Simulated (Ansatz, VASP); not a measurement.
Given: the input of a run of VASP 6.6.1 on SnSe.

Contents of INCAR:

```
PREC     = Accurate       # precision mode
ENCUT    = 520            # plane-wave cutoff, eV
EDIFF    = 1E-7           # SCF threshold, eV
ISMEAR   = -1             # smearing method
SIGMA    = 0.05           # smearing width, eV
LREAL    = F              # projectors in reciprocal space
LASPH    = T              # aspherical terms in the spheres
NELM     = 80             # most SCF steps
ALGO     = Normal         # electronic algorithm
ISIF     = 2              # what is computed and relaxed
LWAVE    = F              # write WAVECAR
LCHARG   = F              # write CHGCAR
GGA      = B5             # functional
ALDAX    = 1.0          
AGGAX    = 1.0          
AGGAC    = 1.0          
ALDAC    = 0.0          
IVDW     = 12             # dispersion correction
VDW_S6   = 1.0          
VDW_S8   = 2.6996       
VDW_A1   = 0.4298       
VDW_A2   = 4.2359       
NBANDS   = 17             # bands
```

KPOINTS

```
Automatic mesh
0
Gamma
  8 8 8
```

File POSCAR:

```
SnSe
1.0
    0.0000000000      3.0299343558      3.0299343558
    3.0299343558      0.0000000000      3.0299343558
    3.0299343558      3.0299343558      0.0000000000
Sn Se
1 1
Direct
    0.0000000000      0.0000000000      0.0000000000
    0.5000000000      0.5000000000      0.5000000000
```

Potentials or basis: VASP PAW PBE potentials, release 64 (Sn_d, Se).

Command:

```bash
$ cat potpaw_PBE.64/Sn_d/POTCAR potpaw_PBE.64/Se/POTCAR > POTCAR
$ mpirun -np 1 vasp_std > vasp.out
```

Task: Translate it to Ansatz 0.2.0. Potentials there: Ansatz PAW.

Result: As run (the cutoff follows the program's own potentials):

Contents of input.yaml:

```yaml
crystal:
  lattice:
    - [0.0, 3.0299343558, 3.0299343558]
    - [3.0299343558, 0.0, 3.0299343558]
    - [3.0299343558, 3.0299343558, 0.0]
  atoms:
    - { symbol: Sn, position: [0.0, 0.0, 0.0] }
    - { symbol: Se, position: [0.5, 0.5, 0.5] }
hamiltonian:
  xc: blyp
  pseudopotentials: { kind: paw }
  dispersion: d3bj
kpoints:
  mp_grid: { grid: [8, 8, 8] }
scf:
  occupations: { method: fermi_dirac, width: 0.05 }
output:
  forces: true
  stress: true
  eigenvalues: true
```

Potentials or basis: Ansatz PAW.

Launch:

```sh
$ ansatz run input.yaml --threads 2 --pin off --max-ram 5120MiB --backend cpu --events-out ev --progress --plain --runs-dir out
```

Both were run:

|  | VASP | Ansatz | Ansatz less VASP |
| --- | --- | --- | --- |
| gap on the k mesh at the Fermi level (eV) | 0.32 | 0.30 | -0.016 |
| least direct gap on the mesh (eV) | 0.32 | 0.30 | -0.016 |
| pressure (GPa) | -1.0 | -1.1 | -0.10 |
| dispersion energy (meV/atom) | -801.2 | -801.3 | -0.09 |

The two sets of potentials don't hold the same shells in valence.

Caveats: spin-orbit coupling is left out, which moves the levels of the heavy elements; the PAW data sets were made with another functional, which shifts forces and pressure a little (VASP); the PAW data sets come from PBE, with cores solved anew for the run's functional, which leaves a small shift of forces and pressure (Ansatz).
